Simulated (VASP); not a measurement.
# A VASP 6.6.1 single-point calculation on PbS

INCAR

```
ISMEAR = -1
PREC = Accurate
NSW = 0
LASPH = .TRUE.
IBRION = -1
NBANDS = 17
ISIF = 2
LREAL = .FALSE.
SIGMA = 0.02
ENCUT = 520
NELM = 120
GGA = PE
LWAVE = .FALSE.
EDIFF = 1E-6
LCHARG = .FALSE.
```

KPOINTS

```
KPOINTS created by Atomic Simulation Environment
0
Gamma
2 2 2
0 0 0
```

POSCAR

```
Pb S
 1.0000000000000000
     0.1207113021000000    3.0183269980000000    3.0183269980000000
     3.0183269980000000    0.1207113021000000    3.0183269980000000
     3.0183269980000000    3.0183269980000000    0.1207113021000000
 Pb  S
   1   1
Cartesian
  0.0000000000000000  0.0000000000000000  0.0000000000000000
  3.0786826490499988  3.0786826490499988  3.0786826490499988
```

The recommended PBE PAW datasets give the neutral cell 20 valence electrons.

Command

```
mpirun -np 1 vasp_std
```

OSZICAR

```
N       E                     dE             d eps       ncg     rms          rms(c)
DAV:   1     0.150543888843E+03    0.15054E+03   -0.96278E+03   136   0.119E+03
DAV:   2     0.185303709710E+01   -0.14869E+03   -0.14443E+03   160   0.308E+02
DAV:   3    -0.804961302184E+01   -0.99027E+01   -0.98530E+01   181   0.825E+01
DAV:   4    -0.826289008338E+01   -0.21328E+00   -0.21309E+00   168   0.141E+01
DAV:   5    -0.827182543416E+01   -0.89354E-02   -0.89338E-02   182   0.270E+00    0.480E+00
DAV:   6    -0.741335221748E+01    0.85847E+00   -0.23602E+00   214   0.927E+00    0.547E+00
DAV:   7    -0.740408598922E+01    0.92662E-02   -0.17611E-01   181   0.209E+00    0.293E+00
DAV:   8    -0.740425986200E+01   -0.17387E-03   -0.14107E-02   165   0.103E+00    0.389E-01
DAV:   9    -0.740416588467E+01    0.93977E-04   -0.70697E-03   189   0.489E-01    0.101E-01
DAV:  10    -0.740423152929E+01   -0.65645E-04   -0.62229E-04   173   0.164E-01    0.107E-01
DAV:  11    -0.740435084544E+01   -0.11932E-03   -0.15691E-04   157   0.101E-01    0.373E-02
DAV:  12    -0.740435174021E+01   -0.89477E-06   -0.35369E-06   199   0.137E-02
   1 F= -.74043517E+01 E0= -.73982530E+01  d E =-.121974E-01
```

From OUTCAR

```
k-points           NKPTS =      4   k-points in BZ     NKDIM =      4   number of bands    NBANDS=     17

   NELECT =      20.0000    total number of electrons

   dimension x,y,z NGX =    32 NGY =   32 NGZ =   32
   dimension x,y,z NGXF=    64 NGYF=   64 NGZF=   64

  energy-cutoff  :      520.00
  volume of cell :       51.70
      direct lattice vectors                 reciprocal lattice vectors
     0.120711302  3.018326998  3.018326998    -0.175938510  0.169172818  0.169172818
     3.018326998  0.120711302  3.018326998     0.169172818 -0.175938510  0.169172818
     3.018326998  3.018326998  0.120711302     0.169172818  0.169172818 -0.175938510

 k-points in reciprocal lattice and weights: KPOINTS created by Atomic Simulation Env
   0.00000000  0.00000000  0.00000000       0.125
   0.50000000  0.00000000 -0.00000000       0.375
   0.50000000  0.50000000  0.00000000       0.375
   0.50000000  0.50000000  0.50000000       0.125

 E-fermi :   6.1046

 k-point     1 :       0.0000    0.0000    0.0000
  band No.  band energies     occupation
      1     -11.1645      2.00000
      2     -11.1283      2.00000
      3     -11.1283      2.00000
      4     -11.1151      2.00000
      5     -11.1151      2.00000
      6      -7.5227      2.00000
      7      -0.0729      2.00000
      8       3.6042      2.00000
      9       4.1706      2.00000
     10       4.1706      2.00000
     11      11.1389      0.00000
     12      11.1389      0.00000
     13      11.1457      0.00000
     14      12.2273      0.00000
     15      12.9880      0.00000
     16      12.9880      0.00000
     17      14.6063      0.00000

 k-point     2 :       0.5000    0.0000   -0.0000
  band No.  band energies     occupation
      1     -11.1656      2.00000
      2     -11.1515      2.00000
      3     -11.1272      2.00000
      4     -11.1055      2.00000
      5     -11.0623      2.00000
      6      -6.1106      2.00000
      7      -2.9433      2.00000
      8       4.2180      2.00000
      9       4.4741      2.00000
     10       6.0387      1.92830
     11       6.1153      0.73835
     12       7.6755      0.00000
     13       7.8571      0.00000
     14      14.6593      0.00000
     15      15.3721      0.00000
     16      16.7150      0.00000
     17      17.1048      0.00000

 k-point     3 :       0.5000    0.5000    0.0000
  band No.  band energies     occupation
      1     -11.2591      2.00000
      2     -11.1659      2.00000
      3     -11.1000      2.00000
      4     -11.0846      2.00000
      5     -11.0576      2.00000
      6      -5.7163      2.00000
      7      -1.3790      2.00000
      8       0.7878      2.00000
      9       2.4203      2.00000
     10       2.8508      2.00000
     11       9.8039      0.00000
     12      11.3127      0.00000
     13      11.6802      0.00000
     14      12.0818      0.00000
     15      17.1404      0.00000
     16      17.8601      0.00000
     17      18.5600      0.00000

 ...

  Total        2.4331215      2.4331215      2.4331215      0.7039076      0.7039076      0.7039076
  in kB       75.4046074     75.4046074     75.4046074     21.8147263     21.8147263     21.8147263
  external PRESSURE =      75.4046074 kB  Pullay stress =       0.0000000 kB

 POSITION                                       TOTAL-FORCE (eV/Angst)
 -----------------------------------------------------------------------------------
      0.00000      0.00000      0.00000        -0.000000     -0.000000     -0.000000
      3.07868      3.07868      3.07868         0.000000      0.000000      0.000000
 -----------------------------------------------------------------------------------
    total drift:                                0.000000     -0.000000     -0.000000

  FREE ENERGIE OF THE ION-ELECTRON SYSTEM (eV)
  ---------------------------------------------------
  free  energy   TOTEN  =        -7.4043517402 eV

  energy  without entropy=       -7.3921543057  energy(sigma->0) =       -7.39825302
```

It converged. Results: gap between bands v and c on the k mesh -0.20 eV (bands overlap: a metal); least direct gap on the k mesh 0.08 eV; pressure 7.5 GPa. Band v is the last that the valence electrons fill when counted band by band, and c is the next.

These settings aren't sound, so the numbers aren't properties of the crystal.

On sound settings PBE gives a gap of -0.07 eV on its mesh and a pressure of 2.6 GPa for the intended cell.

The run took about 5.4 s on one core of a shared host (Intel Xeon Platinum 8488C) and held 0.16 GiB at most.
